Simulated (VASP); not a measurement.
Input of a VASP 6.6.1 run:

File INCAR:

```
SYSTEM = Mo
  ALGO = Fast
  EDIFF = 1E-7
  EDIFFG = -0.01
  ENCUT = 600
  GGA = PS
  IBRION = 2
  ISIF = 2
  ISMEAR = 1
  LASPH = .True.
  LCHARG = .False.
  LREAL = .False.
  LWAVE = .False.
  NELM = 80
  NSW = 40
  PREC = Accurate
  SIGMA = 0.1
```

File KPOINTS:

```
k-points
0
Gamma
  16 16 16
  0 0 0
```

POSCAR

```
Mo                                      
1.0
   -1.5960296503      1.5960296503      1.5960296503
    1.5960296503     -1.5960296503      1.5960296503
    1.5960296503      1.5960296503     -1.5960296503
  Mo            
     1
Direct
     0.0000000000000000    0.0000000000000000    0.0000000000000000
```

Potentials or basis: VASP PAW PBE potentials, release 64 (Mo_sv).

Launch:

```sh
$ cat potpaw_PBE.64/Mo_sv/POTCAR > POTCAR
$ mpirun -np 1 vasp_std > vasp.out
```

Problem. Estimate the band gap on the k mesh.

Solution. None (metal or under the smearing width).

Final structure:
```cif
data_structure
_symmetry_space_group_name_H-M 'P 1'
_symmetry_Int_Tables_number 1
_cell_length_a 2.7644
_cell_length_b 2.7644
_cell_length_c 2.7644
_cell_angle_alpha 109.471
_cell_angle_beta 109.471
_cell_angle_gamma 109.471
_cell_volume 16.26
loop_
_atom_site_label
_atom_site_type_symbol
_atom_site_fract_x
_atom_site_fract_y
_atom_site_fract_z
_atom_site_occupancy
Mo1 Mo 0.00000 0.00000 0.00000 1
```

Caveat: the relaxation stopped at its first step, so nothing moved.
